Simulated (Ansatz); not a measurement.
The system is CuO.

```
CELL_PARAMETERS angstrom
4.16094 0.00000 0.00000
0.00000 4.16094 0.00000
0.00000 0.00000 3.88764
ATOMIC_POSITIONS crystal
Cu 0.50000 0.00000 0.50000
Cu 0.00000 0.50000 0.50000
Cu 0.00000 0.00000 0.00000
O 0.00000 0.00000 0.50000
O 0.50000 0.00000 0.00000
O 0.00000 0.50000 0.00000
```

Measurements of this composition are mostly on another form, of space group No. 15.

Base run:

```yaml
Program: Ansatz 0.2.0
Functional: r2SCAN
Potentials_or_basis: Ansatz PAW
Cutoff: "500 eV (not typed: the program's choice for these potentials)"
k_mesh: 7 × 7 × 7
Occupations: fermi-dirac, width 0.05 eV
Spin: no spin polarisation
```

Its results: band gap on the k mesh none (metal or under the smearing width); pressure -4.8 GPa.

Task: The run is repeated on the same cell with these changes: functional from r2SCAN to PBEsol; cutoff from 500 eV (not typed: the program's choice for these potentials) to 420 eV (not typed: the program's choice for these potentials); hubbard terms from none to Cu d U = 4.5 eV; hubbard projectors from none to ortho-atomic (the default). What comes out?

Result: Band gap on the k mesh none (metal or under the smearing width); pressure -3.0 GPa.

Several settings changed at once, so the effect can't be laid on one alone.

Caveats: an odd number of electrons without spin polarisation forces a metal; a magnetic or distorted state may lie lower; the run has no spin polarisation, though such a crystal can be magnetic; the PAW data sets come from PBE, with cores solved anew for the run's functional, which leaves a small shift of forces and pressure; semilocal functionals often make such compounds metallic where correlation or magnetic order opens a gap, which also shifts bond lengths (some runs); U without spin polarisation on a metal has little footing (some runs).
